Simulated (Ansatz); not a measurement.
CdF2 under changes of volume

One of the cells (13.035 Å³/atom); the others are scaled copies at fixed shape and fractional positions:

```
Cd F
1.0
     0.00000    2.69400    2.69400
     2.69400    0.00000    2.69400
     2.69400    2.69400    0.00000
Cd F
1 2
Direct
  0.00000 0.00000 0.00000
  0.75000 0.75000 0.75000
  0.25000 0.25000 0.25000
```

- Program: Ansatz 0.2.0
- Functional: LDA
- Potentials or basis: Ansatz PAW
- Cutoff: 420 eV (not typed: the program's choice for these potentials)
- k mesh: 9 × 9 × 9
- Occupations: fermi-dirac, width 0.05 eV
- Spin: no spin polarisation

| volume (Å³/atom) | energy over the lowest point (meV/atom) | pressure (GPa) | gap on the mesh (eV) |
| --- | --- | --- | --- |
| 12.253 | 0.03 | 1.4 | 3.06 |
| 12.513 | 0.00 | -1.2 | 2.99 |
| 12.774 | 4.00 | -3.6 | 2.91 |
| 13.035 | ? | ? | ? |
| 13.295 | 22.41 | -7.6 | 2.77 |
| 13.556 | 36.02 | -9.2 | 2.70 |
| 13.817 | 52.18 | -10.6 | 2.64 |

What does the run at 13.035 Å³/atom give?

Energy over the lowest point 11.60 meV/atom; pressure -5.7 GPa; gap on the mesh 2.84 eV.

Worked out: A Birch-Murnaghan fit of order 3 (a polynomial in V^(-2/3)) to the other rows has its minimum at 12.38 Å³/atom with B0 = V·E''(V) = 125 GPa and B' = 4.7. It gives 11.63 meV/atom at 13.035 Å³/atom, against the run's 11.60, and -dE/dV = -5.7 GPa, against -5.7. A straight line through the other rows of the gap, of slope -3.53 eV per unit of ln V, gives 2.84 eV, against the run's 2.84.

Energies are extrapolated to zero smearing.

Caveats: odd divisions of the mesh miss points on the zone boundary, where band edges often lie, so the gap on the mesh can be too wide; the PAW data sets come from PBE, with cores solved anew for the run's functional, which leaves a small shift of forces and pressure.

A mesh can miss the band edges. Spin-orbit coupling on Cd is left out.
